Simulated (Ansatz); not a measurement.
# MgO: a single-point run

Wanted: a converged single-point run for MgO, and a check of what comes out. The structure is shown as the input types it. The cell is built on a prototype (CsCl type) and needn't be the phase found in nature.

Program: Ansatz 0.2.0. Level of theory: density functional or hybrid calculation with the settings of its input, plane waves. These are calculated values, not measurements.

2 further runs of the same task are left out: 2 that didn't finish.

### Step 1. The starting structure

It takes space group Pm-3m (No. 221, cubic). The conventional cell has a = 2.623 Å, b = 2.623 Å, c = 2.623 Å, α = 90.00°, β = 90.00°, γ = 90.00°. Around Mg (site symmetry m-3m) lie 8 O at 2.27 Å. O (site symmetry m-3m) is surrounded by 8 Mg at 2.27 Å.

Structure file:

```
CELL_PARAMETERS angstrom
2.62335 0.00000 0.00000
0.00000 2.62335 0.00000
0.00000 0.00000 2.62335
ATOMIC_POSITIONS crystal
Mg 0.00000 0.00000 0.00000
O 0.50000 0.50000 0.50000
```

### Step 2. Input and run

input.yaml reads:

```yaml
crystal:
  lattice:
    - [2.6233491285, 0.0, 0.0]
    - [0.0, 2.6233491285, 0.0]
    - [0.0, 0.0, 2.6233491285]
  atoms:
    - { symbol: Mg, position: [0.0, 0.0, 0.0] }
    - { symbol: O, position: [0.5, 0.5, 0.5] }
kpoints:
  mp_grid: { grid: [4, 4, 4] }
hamiltonian:
  xc: { exchange: pbe, correlation: pbe, exx: { coeff: -0.2, omega: 0.5 } }
scf:
  occupations: { method: fixed }
  n_extra_bands: 4
output:
  forces: true
  stress: true
  eigenvalues: true
```

On the command line:

```console
$ ansatz run input.yaml --threads 4 --pin off --max-ram 3686MiB --backend cpu --events-out ev --progress --plain --runs-dir out
```

Q: Will this input give a usable result? If not, why, and what should change?

The program refused the input before any cycle. Its message: «invalid value for `hamiltonian.xc.exx.coeff`: must be finite and in (0, 1]; got -0.2»

Look at the input: hamiltonian.xc.exx.coeff is -0.2. The number typed is not permitted for that setting.

The cure: set hamiltonian.xc.exx.coeff to 0.35.
